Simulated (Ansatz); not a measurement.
# SrCl2: the cost of one run

Method: DFT PBE, scalar-relativistic, plane waves, PAW, in Ansatz 0.2.0.

### 1 Starting point

It takes space group Fm-3m (No. 225, cubic). Conventional cell: a = 7.038 Å, b = 7.038 Å, c = 7.038 Å, α = 90.00°, β = 90.00°, γ = 90.00°. Sr (site symmetry m-3m) is surrounded by 8 Cl at 3.05 Å. Around Cl (site symmetry -43m) lie 4 Sr at 3.05 Å.

Structure file:

```
Sr Cl
1.0
     0.00000    3.51923    3.51923
     3.51923    0.00000    3.51923
     3.51923    3.51923    0.00000
Sr Cl
1 2
Direct
  0.00000 0.00000 0.00000
  0.25000 0.25000 0.25000
  0.75000 0.75000 0.75000
```

It is the result of an earlier relaxation at this level (volume 29.06 Å³/atom; gap on the mesh: 5.24 eV).

### 2 Plan of the line

The energy is mapped over two homogeneous strains (x along [1 0 0], y along [0 1 0], z along [0 0 1] of the conventional cell).

First coordinate, strain +e along x and -e along y: 9 values from −4 to 4 %. Second coordinate, strain +e along z and -e/2 along x and y: 9 values from −4 to 4 %.

Nothing else is relaxed (symmetry fixes all fractional coordinates). Energies count from the relaxed crystal. Points are written as (first, second).

### 3 Point (−4 %, −4 %)

The input, input.yaml:

```yaml
crystal:
  lattice:
    - [0.0, 3.7303798773, 3.3784572473]
    - [3.4488417733, 0.0, 3.3784572473]
    - [3.4488417733, 3.7303798773, 0.0]
  atoms:
    - { symbol: Sr, position: [0.0, 0.0, 0.0] }
    - { symbol: Cl, position: [0.25, 0.25, 0.25] }
    - { symbol: Cl, position: [0.75, 0.75, 0.75] }
basis:
  ecutwfc: 420
kpoints:
  mp_grid: { grid: [6, 6, 6] }
hamiltonian:
  xc: pbe
scf:
  occupations: { method: gaussian, width: 0.05 }
output:
  forces: true
  stress: true
  eigenvalues: true
```

Started as:

```sh
$ ansatz run input.yaml --threads 1 --pin off --max-ram 2048MiB --backend cpu --events-out ev --progress --plain --runs-dir out
```

What time and memory should one allow on 1 thread of Arm Neoverse V2, shared host?

About 3.1 s, with a peak of 0.35 GiB.
